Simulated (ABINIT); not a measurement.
# InAs (F-43m) in ABINIT: notebook

One crystal, InAs, is run at these levels: PBEsol, LDA, PBE; tasks: single point.

All numbers are computed with ABINIT 10.8.3 (patched build); they aren't measurements. Logs are shortened: lines on timing, memory, paths and dates and some standing lists are left out, and cuts for length are marked. The log counts tension as positive stress, the text compression.

**Experimental background.**

A printed reference work, data compilation reports, for a bulk crystal of InAs at 4.2 K: band gap 0.418 eV (direct).

The runs below are set against these values where they give the same quantity.

## Step 1: Starting point

The structure is cubic, space group F-43m (No. 216). Conventional cell: a = 6.036 Å, b = 6.036 Å, c = 6.036 Å, α = 90.00°, β = 90.00°, γ = 90.00°. In (site symmetry -43m) is surrounded by 4 As at 2.61 Å. As (site symmetry -43m) has 4 In at 2.61 Å as nearest neighbours.

## Step 2: Single point, PBEsol

The input, run.abi:

```
# Pseudopotentials
pp_dirpath "./"
pseudos "In.GGA_PBE-JTH.xml, As.GGA_PBE-JTH.xml"

# Structure
acell 3*1.0
rprim
     0.0000000000     5.7031934441     5.7031934441
     5.7031934441     0.0000000000     5.7031934441
     5.7031934441     5.7031934441     0.0000000000
ntypat 2
znucl 49 33
natom 2
typat 1 2
xred
     0.0000000000     0.0000000000     0.0000000000
     0.7500000000     0.7500000000     0.7500000000

# Plane-wave basis
ecut 17.0
pawecutdg 34.0

# k points
kptopt 1
ngkpt 5 5 5
nshiftk 1
shiftk 0.0 0.0 0.0

# Exchange and correlation
ixc -116133

# Bands and occupations
nband 18
occopt 3
tsmear 0.00183747

# SCF cycle
nstep 100
tolvrs 1.0e-9

# Output
iomode 3
prtwf 0
prteig 0
prtebands 0
enunit 1
prtden 1
prtvha 1
prtvclmb 1
prtpot 1
```

Potentials or basis: JTH PAW PBE v2.0.

On the command line:

```sh
> abinit run.abi > log 2>&1
```

run.abo:

```text
.Version 10.8.3 of ABINIT
 Symmetries : space group F-4 3 m (#216); Bravais cF (face-center cubic)
================================================================================
 Values of the parameters that define the memory need of the present run
     intxc =       0    ionmov =       0      iscf =      17    lmnmax =      18
     lnmax =       6     mgfft =      30  mpssoang =       3    mqgrid =    3001
     natom =       2  nloc_mem =       2    nspden =       1   nspinor =       1
    nsppol =       1      nsym =      24    n1xccc =       1    ntypat =       2
    occopt =       3   xclevel =       2
       mpw =        1252          nfft =       27000          nkpt =          10
 PAW method is used; the additional fine FFT grid is defined by:
   mgfftf=        45    nfftf =     91125
================================================================================
================================================================================

--------------------------------------------------------------------------------
------------- Echo of variables that govern the present computation ------------
--------------------------------------------------------------------------------
 -outvars: echo values of preprocessed input variables --------
            acell      1.0000000000E+00  1.0000000000E+00  1.0000000000E+00 Bohr
              amu      1.14820000E+02  7.49215900E+01
             ecut      1.70000000E+01 Hartree
           enunit           1
              ixc     -116133
         kptrlatt        5    0    0      0    5    0      0    0    5
          kptrlen      4.03276676E+01
            natom           2
            nband          18
            ngfft          30      30      30
          ngfftdg          45      45      45
             nkpt          10
            nstep         100
             nsym          24
           ntypat           2
           occopt           3
        pawecutdg      3.40000000E+01 Hartree
         pawxcdev           0
        prtebands           0
           prteig           0
           prtpot           1
         prtvclmb           1
           prtvha           1
            prtwf           0
            rprim      0.0000000000E+00  5.7031934441E+00  5.7031934441E+00
                       5.7031934441E+00  0.0000000000E+00  5.7031934441E+00
                       5.7031934441E+00  5.7031934441E+00  0.0000000000E+00
          spgroup         216
           tolvrs      1.00000000E-09
           tsmear      1.83747000E-03 Hartree
            typat      1  2
           useylm           1
           xangst      0.0000000000E+00  0.0000000000E+00  0.0000000000E+00
                       4.5269999969E+00  4.5269999969E+00  4.5269999969E+00
            xcart      0.0000000000E+00  0.0000000000E+00  0.0000000000E+00
                       8.5547901661E+00  8.5547901661E+00  8.5547901661E+00
             xred      0.0000000000E+00  0.0000000000E+00  0.0000000000E+00
                       7.5000000000E-01  7.5000000000E-01  7.5000000000E-01
            znucl       49.00000   33.00000

================================================================================

 chkinp: Checking input parameters for consistency.

================================================================================
== DATASET  1 ==================================================================

--- !DatasetInfo
iteration_state: {dtset: 1, }
dimensions: {natom: 2, nkpt: 10, mband: 18, nsppol: 1, nspinor: 1, nspden: 1, mpw: 1252, }
cutoff_energies: {ecut:  17.0, pawecutdg:  34.0, }
electrons: {nelect:   2.80000000E+01, charge:   0.00000000E+00, occopt:   3.00000000E+00, tsmear:   1.83747000E-03, }
meta: {optdriver: 0, ionmov: 0, optcell: 0, iscf: 17, paral_kgb: 0, }
...

 Real(R)+Recip(G) space primitive vectors, cartesian coordinates (Bohr,Bohr^-1):
 R(1)=  0.0000000  5.7031934  5.7031934  G(1)= -0.0876702  0.0876702  0.0876702
 R(2)=  5.7031934  0.0000000  5.7031934  G(2)=  0.0876702 -0.0876702  0.0876702
 R(3)=  5.7031934  5.7031934  0.0000000  G(3)=  0.0876702  0.0876702 -0.0876702
 Unit cell volume ucvol=  3.7100888E+02 bohr^3
 Angles (23,13,12)=  6.00000000E+01  6.00000000E+01  6.00000000E+01 degrees

 Coarse grid specifications (used for wave-functions):

 getcut: wavevector=  0.0000  0.0000  0.0000  ngfft=  30  30  30
         ecut(hartree)=     17.000   => boxcut(ratio)=   2.00623

 Fine grid specifications (used for densities):

 getcut: wavevector=  0.0000  0.0000  0.0000  ngfft=  45  45  45
         ecut(hartree)=     34.000   => boxcut(ratio)=   2.07833

--- Pseudopotential description ------------------------------------------------
- pspini: atom type   1  psp file is ./In.GGA_PBE-JTH.xml
 Pseudopotential format is: paw10
 basis_size (lnmax)=  6 (lmn_size= 18), orbitals=   0   0   1   1   2   2
 Spheres core radius: rc_sph= 2.50644782
 Shapefunction is BESSEL type: shapef(r,l)=aa(1,l)*jl(q(1,l)*r)+aa(2,l)*jl(q(2,l)*r)
 Radius for shape functions =  1.40569481
 Compensation charge density is not taken into account in XC energy/potential

- pspini: atom type   2  psp file is ./As.GGA_PBE-JTH.xml
 Pseudopotential format is: paw10
 basis_size (lnmax)=  6 (lmn_size= 18), orbitals=   0   0   1   1   2   2
 Spheres core radius: rc_sph= 2.10391912
 Shapefunction is BESSEL type: shapef(r,l)=aa(1,l)*jl(q(1,l)*r)+aa(2,l)*jl(q(2,l)*r)
 Radius for shape functions =  1.70360438
 Compensation charge density is not taken into account in XC energy/potential

   1.37430372E+03                                ecore*ucvol(ha*bohr**3)
--------------------------------------------------------------------------------

[... 7 lines left out ...]

     iter   Etot(hartree)      deltaE(h)  residm     nres2
 ETOT  1  -171.05144390142    -1.711E+02 5.632E-01 3.178E+00
 ETOT  2  -171.89837196955    -8.469E-01 2.573E-02 2.071E+00
 ETOT  3  -171.89583131125     2.541E-03 2.780E-03 6.180E-01
 ETOT  4  -171.89413922346     1.692E-03 1.454E-03 2.616E-02
 ETOT  5  -171.89420358189    -6.436E-05 4.822E-04 2.159E-03
 ETOT  6  -171.89422444585    -2.086E-05 3.999E-04 9.810E-04
 ETOT  7  -171.89422687367    -2.428E-06 2.323E-04 3.110E-05
 ETOT  8  -171.89422757335    -6.997E-07 1.729E-04 9.852E-07
 ETOT  9  -171.89422758800    -1.465E-08 8.836E-05 1.102E-07
 ETOT 10  -171.89422758883    -8.274E-10 6.093E-05 7.443E-09
 ETOT 11  -171.89422758894    -1.114E-10 4.650E-05 9.216E-10

 At SCF step   11       nres2   =  9.22E-10 < tolvrs=  1.00E-09 =>converged.

 Cartesian components of stress tensor (hartree/bohr^3)
  sigma(1 1)= -3.46822309E-05  sigma(3 2)=  0.00000000E+00
  sigma(2 2)= -3.46822309E-05  sigma(3 1)=  0.00000000E+00
  sigma(3 3)= -3.46822309E-05  sigma(2 1)=  0.00000000E+00

--- !ResultsGS
iteration_state: {dtset: 1, }
comment   : Summary of ground state results
lattice_vectors:
- [  0.0000000,   5.7031934,   5.7031934, ]
- [  5.7031934,   0.0000000,   5.7031934, ]
- [  5.7031934,   5.7031934,   0.0000000, ]
lattice_lengths: [   8.06553,    8.06553,    8.06553, ]
lattice_angles: [ 60.000,  60.000,  60.000, ] # degrees, (23, 13, 12)
lattice_volume:   3.7100888E+02
convergence: {deltae: -1.114E-10, res2:  9.216E-10, residm:  4.650E-05, diffor: null, }
etotal    :  -1.71894228E+02
entropy   :   0.00000000E+00
fermie    :   1.48981974E-01
cartesian_stress_tensor: # hartree/bohr^3
- [ -3.46822309E-05,   0.00000000E+00,   0.00000000E+00, ]
- [  0.00000000E+00,  -3.46822309E-05,   0.00000000E+00, ]
- [  0.00000000E+00,   0.00000000E+00,  -3.46822309E-05, ]
pressure_GPa:   1.0204E+00
xred      :
- [  0.0000E+00,   0.0000E+00,   0.0000E+00, In]
- [  7.5000E-01,   7.5000E-01,   7.5000E-01, As]
cartesian_forces: # hartree/bohr
- [ -1.88851755E-28,   4.72129387E-29,   1.88851755E-28, ]
- [  1.88851755E-28,  -4.72129387E-29,  -1.88851755E-28, ]
force_length_stats: {min:   2.71217684E-28, max:   2.71217684E-28, mean:   2.71217684E-28, }
...

 Integrated electronic density in atomic spheres:
 ------------------------------------------------
 Atom  Sphere_radius  Integrated_density
    1        2.50645         11.23056174
    2        2.10392         12.69322625

================================================================================

 ----iterations are completed or convergence reached----

 Mean square residual over all n,k,spin=   43.934E-08; max=  46.504E-06
 reduced coordinates (array xred) for    2 atoms
       0.000000000000      0.000000000000      0.000000000000
       0.750000000000      0.750000000000      0.750000000000
 rms dE/dt=  1.2820E-27; max dE/dt=  1.6156E-27; dE/dt below (all hartree)
    1      -0.000000000000      0.000000000000      0.000000000000
    2       0.000000000000      0.000000000000      0.000000000000

 cartesian coordinates (angstrom) at end:
    1      0.00000000000000     0.00000000000000     0.00000000000000
    2      4.52699999691250     4.52699999691250     4.52699999691250

 cartesian forces (hartree/bohr) at end:
    1     -0.00000000000000     0.00000000000000     0.00000000000000
    2      0.00000000000000    -0.00000000000000    -0.00000000000000
 frms,max,avg= 1.5658760E-28 1.8885175E-28   0.000E+00  0.000E+00  0.000E+00 h/b

 cartesian forces (eV/Angstrom) at end:
    1     -0.00000000000000     0.00000000000000     0.00000000000000
    2      0.00000000000000    -0.00000000000000    -0.00000000000000
 frms,max,avg= 8.0520583E-27 9.7111477E-27   0.000E+00  0.000E+00  0.000E+00 e/A
 length scales=  1.000000000000  1.000000000000  1.000000000000 bohr
              =  0.529177210544  0.529177210544  0.529177210544 angstroms
 Fermi (or HOMO) energy (eV) =   4.05401   Average Vxc (eV)=  -9.22608
 Eigenvalues (   eV  ) for nkpt=  10  k points:
 kpt#   1, nband= 18, wtk=  0.00800, kpt=  0.0000  0.0000  0.0000 (reduced coord)
 -30.92826  -30.92826  -30.92826  -30.92125  -30.92125  -10.33526  -10.33526  -10.33526
 -10.20732  -10.20732   -7.92117    3.73231    4.01911    4.01911    4.01911    7.86355
   7.86355    7.86355
 prteigrs : prtvol=0 or 1, do not print more k-points.

--- !EnergyTerms
iteration_state     : {dtset: 1, }
comment             : Components of total free energy in Hartree
kinetic             :  1.79383987065904E+01
hartree             :  6.03312168452667E+01
xc                  : -9.63098585527895E+00
Ewald energy        : -9.28949152033449E+01
psp_core            :  3.70423403266320E+00
local_psp           : -1.60594096110527E+02
PAW spherical_terms :  9.25197991727589E+00
internal            : -1.71894167667354E+02
'-kT*entropy'       : -5.68842027521811E-05
total_energy        : -1.71894224551557E+02
total_energy_eV     : -4.67748013772581E+03
...

--- !EnergyTermsDC
iteration_state     : {dtset: 1, }
comment             : '"Double-counting" decomposition of free energy'
band_energy         : -1.53879951920497E+01
Ewald energy        : -9.28949152033449E+01
psp_core            :  3.70423403266320E+00
xc_dc               : -6.24652896614133E+01
PAW spherical_terms : -4.85020468059150E+00
internal            : -1.71894170704736E+02
'-kT*entropy'       : -5.68842027521811E-05
total_energy_dc     : -1.71894227588939E+02
total_energy_dc_eV  : -4.67748022037718E+03
...

--- !EnergyTermsWithPAWCore
iteration_state     : {dtset: 1, }
comment             : 'Components of total free energy, including PAW core contributions'
Total energy        : -8.13847550491721E+03
Total energy DC     : -8.13847550795459E+03
Total energy (eV)   : -2.21459200417757E+05
Total energy DC (eV): -2.21459200500409E+05
...

 Cartesian components of stress tensor (hartree/bohr^3)
  sigma(1 1)= -3.46822309E-05  sigma(3 2)=  0.00000000E+00
  sigma(2 2)= -3.46822309E-05  sigma(3 1)=  0.00000000E+00
  sigma(3 3)= -3.46822309E-05  sigma(2 1)=  0.00000000E+00

-Cartesian components of stress tensor (GPa)         [Pressure=  1.0204E+00 GPa]
- sigma(1 1)= -1.02038646E+00  sigma(3 2)=  0.00000000E+00
- sigma(2 2)= -1.02038646E+00  sigma(3 1)=  0.00000000E+00
- sigma(3 3)= -1.02038646E+00  sigma(2 1)=  0.00000000E+00

== END DATASET(S) ==============================================================
================================================================================

 -outvars: echo values of variables after computation  --------
            acell      1.0000000000E+00  1.0000000000E+00  1.0000000000E+00 Bohr
           etotal     -1.7189422759E+02
            fcart     -1.8885175469E-28  4.7212938673E-29  1.8885175469E-28
                       1.8885175469E-28 -4.7212938673E-29 -1.8885175469E-28
            rprim      0.0000000000E+00  5.7031934441E+00  5.7031934441E+00
                       5.7031934441E+00  0.0000000000E+00  5.7031934441E+00
                       5.7031934441E+00  5.7031934441E+00  0.0000000000E+00
           strten     -3.4682230857E-05 -3.4682230857E-05 -3.4682230857E-05
                       0.0000000000E+00  0.0000000000E+00  0.0000000000E+00
           xangst      0.0000000000E+00  0.0000000000E+00  0.0000000000E+00
                       4.5269999969E+00  4.5269999969E+00  4.5269999969E+00
             xred      0.0000000000E+00  0.0000000000E+00  0.0000000000E+00
                       7.5000000000E-01  7.5000000000E-01  7.5000000000E-01
 Calculation completed.
```

It took 15 s on 1 thread of Arm Neoverse V1, shared host; peak memory 0.11 GiB.

What came out:

```yaml
Free_energy: -4677.4802 eV
Band_gap_on_the_k_mesh: none (metal or under the smearing width)
Valence_electrons_inside_the_program's_atomic_spheres: In 11.23; As 12.69
```

Caveat: the k mesh is coarse (spacing up to 0.36 Å⁻¹), so the values aren't converged; the cutoff is too short for stress, so the log's stress isn't used; the PAW data sets were made with another functional, which shifts forces and pressure a little; this crystal is a semiconductor, whose small gap the functional closes, so the metal is an error of the method.

## Step 3: Single point, LDA

The input, run.abi:

```
pp_dirpath "./"
pseudos "In.LDA_PW-JTH.xml, As.LDA_PW-JTH.xml"

acell 3*1.0
rprim
     0.0000000000     5.7031934441     5.7031934441
     5.7031934441     0.0000000000     5.7031934441
     5.7031934441     5.7031934441     0.0000000000
ntypat 2
znucl 49 33
natom 2
typat 1 2
xred
     0.0000000000     0.0000000000     0.0000000000
     0.7500000000     0.7500000000     0.7500000000

ecut 462.593566 eV
pawecutdg 34.0

kptopt 1
ngkpt 10 10 10
nshiftk 1
shiftk 0.0 0.0 0.0

ixc 7

nband 18
occopt 3
tsmear 0.05 eV

nstep 100
tolvrs 1.0e-9

iomode 3
prtwf 0
prtden 0
prteig 0
prtebands 0
enunit 1
```

Potentials or basis: JTH PAW LDA v2.0.

On the command line:

```sh
> abinit run.abi > log 2>&1
```

run.abo:

```text
.Version 10.8.3 of ABINIT
 Symmetries : space group F-4 3 m (#216); Bravais cF (face-center cubic)
================================================================================
 Values of the parameters that define the memory need of the present run
     intxc =       0    ionmov =       0      iscf =      17    lmnmax =      18
     lnmax =       6     mgfft =      30  mpssoang =       3    mqgrid =    3001
     natom =       2  nloc_mem =       2    nspden =       1   nspinor =       1
    nsppol =       1      nsym =      24    n1xccc =       1    ntypat =       2
    occopt =       3   xclevel =       1
       mpw =        1266          nfft =       27000          nkpt =          47
 PAW method is used; the additional fine FFT grid is defined by:
   mgfftf=        45    nfftf =     91125
================================================================================
================================================================================

--------------------------------------------------------------------------------
------------- Echo of variables that govern the present computation ------------
--------------------------------------------------------------------------------
 -outvars: echo values of preprocessed input variables --------
            acell      1.0000000000E+00  1.0000000000E+00  1.0000000000E+00 Bohr
              amu      1.14820000E+02  7.49215900E+01
             ecut      1.70000000E+01 Hartree
           enunit           1
              ixc           7
         kptrlatt       10    0    0      0   10    0      0    0   10
          kptrlen      8.06553352E+01
[... 206 lines left out ...]
PAW spherical_terms : -5.07326843889262E+00
internal            : -1.72323272076800E+02
'-kT*entropy'       : -1.33581213541944E-05
total_energy_dc     : -1.72323285434921E+02
total_energy_dc_eV  : -4.68915547914607E+03
...

--- !EnergyTermsWithPAWCore
iteration_state     : {dtset: 1, }
comment             : 'Components of total free energy, including PAW core contributions'
Total energy        : -8.13452171056185E+03
Total energy DC     : -8.13452171641193E+03
Total energy (eV)   : -2.21351612192417E+05
Total energy DC (eV): -2.21351612351605E+05
...

 Cartesian components of stress tensor (hartree/bohr^3)
  sigma(1 1)=  3.50917859E-05  sigma(3 2)=  0.00000000E+00
  sigma(2 2)=  3.50917859E-05  sigma(3 1)=  0.00000000E+00
  sigma(3 3)=  3.50917859E-05  sigma(2 1)=  0.00000000E+00

-Cartesian components of stress tensor (GPa)         [Pressure= -1.0324E+00 GPa]
- sigma(1 1)=  1.03243599E+00  sigma(3 2)=  0.00000000E+00
- sigma(2 2)=  1.03243599E+00  sigma(3 1)=  0.00000000E+00
- sigma(3 3)=  1.03243599E+00  sigma(2 1)=  0.00000000E+00

== END DATASET(S) ==============================================================
================================================================================

 -outvars: echo values of variables after computation  --------
            acell      1.0000000000E+00  1.0000000000E+00  1.0000000000E+00 Bohr
           etotal     -1.7232328543E+02
            fcart      0.0000000000E+00  0.0000000000E+00  0.0000000000E+00
                       0.0000000000E+00  0.0000000000E+00  0.0000000000E+00
            rprim      0.0000000000E+00  5.7031934441E+00  5.7031934441E+00
                       5.7031934441E+00  0.0000000000E+00  5.7031934441E+00
                       5.7031934441E+00  5.7031934441E+00  0.0000000000E+00
           strten      3.5091785931E-05  3.5091785931E-05  3.5091785931E-05
                       0.0000000000E+00  0.0000000000E+00  0.0000000000E+00
           xangst      0.0000000000E+00  0.0000000000E+00  0.0000000000E+00
                       4.5269999969E+00  4.5269999969E+00  4.5269999969E+00
             xred      0.0000000000E+00  0.0000000000E+00  0.0000000000E+00
                       7.5000000000E-01  7.5000000000E-01  7.5000000000E-01
 Calculation completed.
```

Run time: 35 s. Hardware: 1 thread of Arm Neoverse V1, shared host; peak memory 0.11 GiB.

What came out:

| Property | Result |
| --- | --- |
| Free energy | -4689.1555 eV |
| Band gap on the k mesh | none (metal or under the smearing width) |
| Valence electrons inside the program's atomic spheres | In 11.25; As 12.70 |

Caveat: the cutoff is too short for stress, so the log's stress isn't used; this crystal is a semiconductor, whose small gap the functional closes, so the metal is an error of the method.

[end of part 1 of 2]
